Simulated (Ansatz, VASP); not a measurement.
## MgI2 in VASP and in Ansatz

```
Mg I
1.0
     4.27348    0.00000    0.00000
    -2.13674    3.70094    0.00000
     0.00000    0.00000    7.93479
Mg I
1 2
Direct
  0.00000 0.00000 0.00000
  0.33333 0.66667 0.78971
  0.66667 0.33333 0.21029
```

Alike in both runs: task single point; functional PBE; k mesh 6 × 6 × 4; occupations gaussian, width 0.05 eV; no spin polarisation.

```csv
,VASP,Ansatz
version,VASP 6.6.1,Ansatz 0.2.0
potentials or method,"VASP PAW PBE potentials, release 64 (Mg, I)","scalar-relativistic, plane waves, PAW"
plane-wave cutoff (eV),520,520
valence electrons in the cell,16,44
```

VASP gave:

```
gap on the k mesh at the Fermi level (eV)       : 3.61
least direct gap on the mesh (eV)               : 3.63
pressure (GPa)                                  : -0.7
largest component of the traceless stress (GPa) : 0.31
rms of the force components (eV/Å)              : 0.043
```

Problem. What did Ansatz give for the same quantities?

Solution. gap on the k mesh at the Fermi level (eV): 3.63; least direct gap on the mesh (eV): 3.64; pressure (GPa): -0.7; largest component of the traceless stress (GPa): 0.31; rms of the force components (eV/Å): 0.039.

Atom by atom the forces differ by 0.005 eV/Å (rms over components). The two sets of potentials don't hold the same shells in valence.

Caveats: spin-orbit coupling is left out, which moves the levels of the heavy elements; this functional lacks dispersion, which binds the layers, so the pressure and a relaxed spacing across them are unreliable. A k mesh can miss the band edges.
